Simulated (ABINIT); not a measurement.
Runs of ABINIT 10.8.3 (patched build) on ZnS. It takes space group F-43m (No. 216, cubic). Conventional cell: a = 5.404 Å, b = 5.404 Å, c = 5.404 Å, α = 90.00°, β = 90.00°, γ = 90.00°. Zn (site symmetry -43m) has 4 S at 2.34 Å as nearest neighbours. S (site symmetry -43m) is surrounded by 4 Zn at 2.34 Å. 

```csv
task,level,potentials or basis,k mesh,cutoff (eV),smearing,most SCF steps,thinning of the exchange mesh (fockdownsampling),stop of the response cycle (tolvrs),acoustic sum rule (asr),dielectric constant that sets the share,gap on the mesh (eV),pressure (GPa)
single point,HSE03(Libxc),SPMS NC PBE v1.0,6 × 6 × 6,816,fixed,60,2 × 2 × 2,-,-,-,3.33,-
single point,PBE,PseudoDojo NC SR PBE v0.4.1 standard,7 × 7 × 7,1088,fermi-dirac 0.05 eV,-,-,-,-,-,(a),1.5
single point,B3LYP,SPMS NC PBE v1.0,6 × 6 × 6,816,fixed,60,2 × 2 × 2,-,-,-,3.69,-
dielectric tensor,PBE,PseudoDojo NC SR PBE v0.4.1 standard,"4 × 4 × 4, with 4 shifts",1088,fixed,-,-,1e-10,1,-,-,1.5
single point,PBE-EpsX,SPMS NC PBE v1.0,6 × 6 × 6,816,fixed,60,2 × 2 × 2,-,-,5.99284,3.42,-
```

Alike in all rows: no spin polarisation; cell as given.

Problem. Fill in the values left out.

Solution. (a) 2.11.

Caveats: exact exchange is summed on a coarse mesh, which widens gaps by tenths of an eV (some runs); the potentials were made for another functional, which shifts forces and pressure (some runs); Libxc's HSE differs a little from that of other programs (some runs).

